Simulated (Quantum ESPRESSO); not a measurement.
MgS under changes of volume

One of the cells (22.740 Å³/atom); the others are scaled copies at fixed shape and fractional positions:

```xyz
2
Lattice="0.0000 2.8331 2.8331 2.8331 0.0000 2.8331 2.8331 2.8331 0.0000" Properties=species:S:1:pos:R:3 pbc="T T T"
S     1.4166    1.4166    1.4166
Mg    0.0000    0.0000    0.0000
```

The cell comes from a database or a generator and needn't be the stable form of this composition.

| Item | Value |
| --- | --- |
| Program | Quantum ESPRESSO 7.5 |
| Functional | r2SCAN |
| Potentials or basis | SG15 PBE 1.2 |
| Cutoff | 952 eV |
| Density cutoff | 3810 eV |
| k mesh | 6 × 6 × 6 |
| Occupations | fermi-dirac, width 0.05 eV |
| Spin | no spin polarisation |

```tsv
volume (Å³/atom)	energy over the lowest point (meV/atom)	pressure (GPa)	gap on the mesh (eV)
21.376	21.02	4.5	4.30
21.831	9.96	2.9	4.27
22.285	3.06	1.5	4.16
22.740	0.00	0.2	4.05
23.195	?	?	?
23.650	3.99	-2.0	3.85
24.105	10.37	-2.9	3.76
```

Problem. What does the run at 23.195 Å³/atom give?

Solution. Energy over the lowest point 0.44 meV/atom; pressure -0.9 GPa; gap on the mesh 3.95 eV.

Worked out: A Birch-Murnaghan fit of order 3 (a polynomial in V^(-2/3)) to the other rows has its minimum at 22.91 Å³/atom with B0 = V·E''(V) = 59 GPa and B' = 3.9. It gives 0.42 meV/atom at 23.195 Å³/atom, against the run's 0.44, and -dE/dV = -0.7 GPa, against -0.9. A parabola through the other rows of the gap, of slope -5.19 eV per unit of ln V there, gives 3.97 eV, against the run's 3.95.

Energies are extrapolated to zero smearing.

Caveats: the potentials were made for another functional, which shifts forces and pressure.

A mesh can miss the band edges.
